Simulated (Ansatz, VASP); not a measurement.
# In: VASP beside Ansatz

```
In
1.0
     3.45733    0.00000    0.00000
    -1.72866    2.99413    0.00000
     0.00000    0.00000    5.61114
In
2
Direct
  0.33333 0.66667 0.25000
  0.66667 0.33333 0.75000
```

Alike in both runs: functional RPBE; k mesh 11 × 11 × 6; occupations fermi-dirac, width 0.1 eV; no spin polarisation.

Ansatz relaxed the structure, and its values are those at the end. VASP's run is a single point on that final structure, the one shown.

```csv
,VASP,Ansatz
version,VASP 6.6.1,Ansatz 0.2.0
potentials or method,"VASP PAW PBE potentials, release 64 (In_d)","plane waves (420 eV) with PAW, scalar-relativistic"
plane-wave cutoff (eV),520,420
valence electrons in the cell,26,26
```

```csv
,VASP,Ansatz,Ansatz less VASP
pressure (GPa),-0.1,0.0,+0.05
```

Caveats: the PAW data sets were made with another functional, which shifts forces and pressure a little (VASP).
